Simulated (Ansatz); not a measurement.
Runs of Ansatz 0.2.0 on HfO2. Symmetry: P2_1/c, No. 14, monoclinic system. Conventional cell: a = 5.118 Å, b = 5.186 Å, c = 5.284 Å, α = 90.00°, β = 99.35°, γ = 90.00°. Hf (site symmetry 1) has 7 O at 2.03 to 2.25 Å as nearest neighbours. O (site symmetry 1) has 3 Hf at 2.03 to 2.12 Å as nearest neighbours. O (site symmetry 1) is surrounded by 4 Hf at 2.14 to 2.25 Å. 

```csv
task,level,cell,gap on the mesh (eV),pressure (GPa),V0 of scaled cells (Å³/atom),relaxed volume (Å³/atom),B0 (GPa)
relaxation of cell and atoms,BPBE,relaxed,(c),0.0,-,11.80,-
equation of state,LDA,as given,-,-,11.17,-,265
equation of state,PBEsol+D4,as given,-,-,(b),-,(a)
relaxation of cell and atoms,BLYP+D4,relaxed,4.14,0.0,-,11.84,-
```

Alike in all rows: potentials or basis Ansatz PAW; no spin polarisation; k mesh 5 × 5 × 5; cutoff (eV) 420; smearing fermi-dirac 0.05 eV.

Question: Estimate the missing entries.

Answer: (a) 252; (b) 11.38; (c) 4.10.

Caveats: odd divisions of the mesh miss points on the zone boundary, where band edges often lie, so the gap on the mesh can be too wide (some runs); the plane-wave basis is chosen anew once the cell has moved, so the energies of steps on either side of that aren't comparable (some runs); spin-orbit coupling is left out, which moves the levels of the heavy elements (some runs); the PAW data sets come from PBE, with cores solved anew for the run's functional, which leaves a small shift of forces and pressure (some runs); the cell was scaled at fixed shape and fractional positions, which overstates the stiffness of a crystal with free parameters, most of all of layers and chains (some runs).

A k mesh can miss the band edges, and the runs leave out spin-orbit coupling on Hf.
